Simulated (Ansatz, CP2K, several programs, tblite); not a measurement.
Energy against volume for BaTe built on the NiAs prototype, at fixed shape and fractional coordinates, computed by several methods (PBE and r2SCAN, where shown, with plane waves in Ansatz); the cell shown is that of r2SCAN. With free coordinates or axes held, a curve is too stiff, and on another method's shape its minimum isn't the method's own volume. The symmetry is P6_3/mmc (No. 194, hexagonal); a = 4.895 Å, c = 8.584 Å in the conventional setting, 44.54 Å³ an atom. Ba has 6 Te at 3.55 Å; Te has 6 Ba at 3.55 Å. These are computed values for a spin-unpolarised cell that may be hypothetical; none is a measurement. Energies count from each curve's lowest point; fits are third-order Birch-Murnaghan.

Space group P6_3/mmc (No. 194). a = 4.895 Å, b = 4.895 Å, c = 8.584 Å, α = 90.00°, β = 90.00°, γ = 120.00°
```csv
atom,site,symmetry,x,y,z
Ba,2a,-3m.,0.0000,0.0000,0.0000
Te,2c,-6m2,0.3333,0.6667,0.2500
```

r2SCAN, on the shape of its own relaxed cell:
```
V (Å³/atom)  E (meV/atom)
     41.866         16.73
     43.202          3.95
     44.538          0.00
     45.875          3.57
     47.211         13.54
```
V₀ = 44.54 Å³ an atom and B₀ = 30 GPa.

PBE, on the shape of its own relaxed cell:
```
V (Å³/atom)  E (meV/atom)
     41.894         16.47
     43.231          4.08
     44.568          0.00
     45.905          2.99
     47.242         12.00
```
V₀ = 44.64 Å³ an atom and B₀ = 28 GPa.

GFN2-xTB (tblite), on the shape of the cell shown, as a cluster of 16 atoms at the zone centre:

| V (Å³/atom) | E (meV/atom) |
| --- | --- |
| 39.194 | 248.75 |
| 41.866 | 158.71 |
| 44.538 | 61.52 |
| 47.211 | 22.64 |
| 49.883 | 0.00 |

This method closes the gap of a crystal that DFT finds insulating, so its curve rests on a wrong state.
The lowest point is an end point, so the minimum isn't bracketed.

PBE/DZVP (CP2K), on the shape of the cell shown:
```csv
V (Å³/atom),E (meV/atom)
39.194,105.39
41.866,30.75
44.538,0.00
47.211,1.08
49.883,25.25
```
V₀ = 45.74 Å³ an atom and B₀ = 28 GPa.

light PBE (260 eV, its own mesh), on the shape of the cell shown:

| V (Å³/atom) | E (meV/atom) |
| --- | --- |
| 40.975 | 32.38 |
| 42.757 | 20.22 |
| 44.538 | 0.00 |
| 46.320 | 13.67 |
| 48.102 | 24.06 |
| 49.883 | 58.04 |

The points scatter about a smooth fit, as a low cutoff and a light mesh can make them, so no fit is quoted.

Spin-orbit coupling is left out, which matters wherever the heavy atoms make up the band edges.
